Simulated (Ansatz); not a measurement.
# Band structure of CaO

```
CELL_PARAMETERS angstrom
4.00423 0.00000 0.00000
-2.00212 3.46777 0.00000
0.00000 0.00000 4.80831
ATOMIC_POSITIONS crystal
Ca 0.33333 0.66667 0.93800
Ca 0.66667 0.33333 0.43800
O 0.33333 0.66667 0.43800
O 0.66667 0.33333 0.93800
```

Atom numbers follow the list: Ca1, Ca2, O3, O4.

The cell was built from the wurtzite type and relaxed in the same program, and has space group P6_3/mmc; it needn't be a known or the stable phase. The relaxation left the symmetry of that type.

The calculation used Ansatz 0.2.0, DFT, PBE, all-electron LAPW, scalar-relativistic.

Numerical set-up: a Γ-centred 12×12×6 k mesh, Fermi–Dirac smearing of 0.05 eV, basis error target 1 meV/atom, no spin polarisation.

Points in fractions of the reciprocal vectors of this cell: Γ (0, 0, 0), M (0.5, 0, 0), K (0.333, 0.333, 0), A (0, 0, 0.5), L (0.5, 0, 0.5), H (0.333, 0.333, 0.5). The path joins them by straight lines in the order Γ–M–K–Γ–A–L–H–A–L; legs that retrace an earlier one aren't tabulated. Energies are in eV from the top of the valence band.

Problem. Is there a gap, and where are the band edges?

Solution. 3.14 eV, direct at Γ.

Problem. List the levels between -5 and 5 eV at the symmetry points.

Solution. 
Γ: -1.18 (×2), -1.12 (×2), -1.10, 0.00, 3.14
M: -1.70, -1.04, -0.85, -0.84, -0.59, -0.38, 4.67
K: -1.20, -1.15 (×2), -0.71 (×2), -0.28, 4.04, 4.05
A: -1.55 (×2), -1.26 (×4), 4.94 (×2)
L: -2.04 (×2), -1.03 (×2), -0.75 (×2)
H: -1.94 (×2), -0.92 (×2), -0.89 (×2), 4.74 (×2)
